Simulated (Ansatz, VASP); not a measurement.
# Two plane-wave programs on MoS2

File INCAR:

```
SYSTEM = MoS2
  ALGO = Normal
  DIPOL = 0.5 0.5 0.500
  EDIFF = 1E-6
  ENCUT = 520
  GGA = PE
  IDIPOL = 3
  ISIF = 2
  ISMEAR = 0
  IVDW = 12
  LASPH = .TRUE.
  LCHARG = .TRUE.
  LDIPOL = .TRUE.
  LELF = .TRUE.
  LREAL = .FALSE.
  LVACPOTAV = .TRUE.
  LVHAR = .TRUE.
  LWAVE = .FALSE.
  NBANDS = 49
  NELM = 80
  PREC = Accurate
  SIGMA = 0.05
```

Contents of KPOINTS:

```
k-points
0
G
  9 9 1
  0 0 0
```

Contents of POSCAR:

```
MoS2
1.0
    3.1491697132      0.0000000000      0.0000000000
   -1.5745848566      2.7272609724      0.0000000000
    0.0000000000      0.0000000000     30.2213609907
S Mo
6 3
Direct
    0.6666666667      0.3333333333      0.2481688367
    0.6666666667      0.3333333333      0.3517879060
    0.3333333333      0.6666666667      0.4481904654
    0.3333333333      0.6666666667      0.5518095346
    0.6666666667      0.3333333333      0.6482120940
    0.6666666667      0.3333333333      0.7518311633
    0.3333333333      0.6666666667      0.2999783713
    0.6666666667      0.3333333333      0.5000000000
    0.3333333333      0.6666666667      0.7000216287
```

Input for Ansatz:

```yaml
crystal:
  lattice:
    - [3.1491697132, 0.0, 0.0]
    - [-1.5745848566, 2.7272609724, 0.0]
    - [0.0, 0.0, 30.2213609907]
  atoms:
    - { symbol: S, position: [0.6666666667, 0.3333333333, 0.2481688367] }
    - { symbol: Mo, position: [0.3333333333, 0.6666666667, 0.2999783713] }
    - { symbol: S, position: [0.6666666667, 0.3333333333, 0.351787906] }
    - { symbol: S, position: [0.3333333333, 0.6666666667, 0.4481904654] }
    - { symbol: Mo, position: [0.6666666667, 0.3333333333, 0.5] }
    - { symbol: S, position: [0.3333333333, 0.6666666667, 0.5518095346] }
    - { symbol: S, position: [0.6666666667, 0.3333333333, 0.648212094] }
    - { symbol: Mo, position: [0.3333333333, 0.6666666667, 0.7000216287] }
    - { symbol: S, position: [0.6666666667, 0.3333333333, 0.7518311633] }
basis:
  ecutwfc: 420
kpoints:
  mp_grid: { grid: [9, 9, 1] }
hamiltonian:
  xc: pbe
  dispersion: d3bj
scf:
  occupations: { method: gaussian, width: 0.05 }
output:
  forces: true
  stress: true
  eigenvalues: true
efield:
  axis: 3
  dipole_correction: true
```

Alike in both runs: task single point; functional PBE; dispersion D3(BJ); k mesh 9 × 9 × 1; occupations gaussian, width 0.05 eV; no spin polarisation.

|  | VASP | Ansatz |
| --- | --- | --- |
| version | VASP 6.6.1 | Ansatz 0.2.0 |
| potentials or method | VASP PAW PBE potentials, release 64 (S, Mo_sv) | scalar-relativistic, plane waves, PAW |
| plane-wave cutoff (eV) | 520 | 420 |
| valence electrons in the cell | 78 | 78 |

```tsv
	VASP	Ansatz	Ansatz less VASP
gap on the k mesh at the Fermi level (eV)	1.09	1.08	-0.015
least direct gap on the mesh (eV)	1.73	1.73	-0.004
rms of the force components (eV/Å)	0.012	0.016	+0.0036
```

The functional is the same, so the differences come from potentials, cutoffs and numerics.
